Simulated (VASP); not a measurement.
A run of VASP 6.6.1:

Contents of INCAR:

```
PREC     = Accurate       # precision mode
ENCUT    = 520            # plane-wave cutoff, eV
EDIFF    = 1E-7           # SCF threshold, eV
ISMEAR   = -1             # smearing method
SIGMA    = 0.05           # smearing width, eV
LREAL    = False          # projectors in reciprocal space
LASPH    = True           # aspherical terms in the spheres
NELM     = 80             # most SCF steps
ALGO     = Normal         # electronic algorithm
ISIF     = 2              # what is computed and relaxed
LWAVE    = False          # write WAVECAR
LCHARG   = False          # write CHGCAR
GGA      = PS             # functional
NBANDS   = 16             # bands
```

The input KPOINTS:

```
regular mesh
0
Gamma
  8 8 8
```

Contents of POSCAR:

```
Al2Au
1.0
    0.0000000000      3.0000000000      3.0000000000
    3.0000000000      0.0000000000      3.0000000000
    3.0000000000      3.0000000000      0.0000000000
Au Al
1 2
Direct
    0.0000000000      0.0000000000      0.0000000000
    0.7500000000      0.7500000000      0.7500000000
    0.2500000000      0.2500000000      0.2500000000
```

Potentials or basis: VASP PAW PBE potentials, release 64 (Au, Al).

Run with:

```sh
$ cat potpaw_PBE.64/Au/POTCAR potpaw_PBE.64/Al/POTCAR > POTCAR
$ mpirun -np 1 vasp_std > vasp.out
```

Hardware: 1 thread of Intel(R) Xeon(R) Platinum 8375C CPU @ 2.90GHz (Ice Lake), with other jobs on the host.

**Question.** Estimate the wall time of this run.

**Answer.** It took 33 s on 1 thread of Intel(R) Xeon(R) Platinum 8375C CPU @ 2.90GHz (Ice Lake), on a shared host, peak memory 0.18 GiB. Counts: scf iterations 12, k points 29.
